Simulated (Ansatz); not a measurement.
## ZnS (COD cell start) from one functional to the next

The compound was started in one structure type and brought to zero pressure at each level (plane-wave PAW code Ansatz, Gaussian smearing of 0.05 eV, scalar-relativistic unless SOC, spin–orbit coupling, is named).

The start was a cell as deposited in COD.

The cell at PBEsol (neighbours within 15 % of each site's shortest distance, so a longer bond may be listed from one end only): Symmetry: P6_3mc, No. 186, hexagonal system. The conventional cell has a = 3.782 Å, b = 3.782 Å, c = 6.210 Å, α = 90.00°, β = 90.00°, γ = 120.00°. Zn (site symmetry 3m) is surrounded by 4 S at 2.32 Å. Around S (site symmetry 3m) lie 4 Zn at 2.32 Å.

```tsv
level	cutoff (eV)	k-mesh	final group	a (Å)	c (Å)	V (Å³/atom)	gap (eV)	B0 (GPa)	E_f (eV/atom)
PBEsol	420	10×10×6	P6_3mc	3.782	6.210	19.23	2.15	79	-0.82
PBE	420	10×10×6	P6_3mc	3.846	6.304	20.18	2.08	69	-0.82
r²SCAN	500	8×8×4	P6_3mc	3.806	6.246	19.59	2.78	–	-0.98
```

Volumes against PBE: PBEsol −4.8 %, r²SCAN −3.0 %. PBEsol < PBE is the usual order of volumes: a stronger gradient correction lowers the energy of inhomogeneous, expanded densities and so lengthens the bonds (here 1.6 % in length from PBEsol to PBE, a third of the change in volume). Of these two, the larger cell is the softer: stretching the PBEsol crystal to the PBE volume along its own (Murnaghan) curve would take its modulus to B0 (V0/V)^B0′ = 79 × (19.23/20.18)^4.3 = 64 GPa, against 69 GPa found, so volume alone would soften it more than is found. r²SCAN widens the gap by 0.70 eV over PBE, as meta-GGAs in the generalised Kohn–Sham scheme often do. The formation energy spans 0.16 eV/atom over the functionals (r²SCAN lowest, PBEsol and PBE highest); the spread holds the functional's effect on the elements as well as on the compound.

The PAW datasets were made for PBE. The gaps are differences of one-electron levels. E_f is the formation energy from the elements run alike, at 0 K, without zero-point energy or dispersion between the molecules, chains or layers of the solid elements; it is good to about 0.01 eV/atom as a calculation.

All runs used the PAW datasets of the set soft_2.
